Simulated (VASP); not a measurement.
Input of a VASP 6.6.1 run:

Contents of INCAR:

```
PREC = Accurate
ENCUT = 520
EDIFF = 1E-6
ISMEAR = 1
SIGMA = 0.0759
LREAL = F
LASPH = T
NELM = 150
ALGO = Normal
ISIF = 2
LWAVE = F
LCHARG = T
LNONCOLLINEAR = T
MAGMOM = 0 0 0 0 0 0 0 0 0
LORBIT = 11
LSORBIT = T
GGA_COMPAT = F
LORBMOM = T
GGA = PS
LVHAR = T
NBANDS = 39
```

KPOINTS

```
regular mesh
0
Gamma
  6 6 6
```

POSCAR

```
CdF2
1.0
    0.0000000000      2.6821010000      2.6821010000
    2.6821010000      0.0000000000      2.6821010000
    2.6821010000      2.6821010000      0.0000000000
Cd F
1 2
Direct
    0.0000000000      0.0000000000      0.0000000000
    0.2500000000      0.2500000000      0.2500000000
    0.7500000000      0.7500000000      0.7500000000
```

Potentials or basis: VASP PAW PBE potentials, release 64 (Cd, F).

Launch:

```bash
$ cat potpaw_PBE.64/Cd/POTCAR potpaw_PBE.64/F/POTCAR > POTCAR
$ mpirun -np 1 vasp_ncl > vasp.out
```

(1) Estimate the pressure.

(2) What does it give for the net moment?

## Answers

(1) 2.0 GPa.

(2) 0.00 μB per cell.

Caveat: the PAW data sets were made with another functional, which shifts forces and pressure a little.
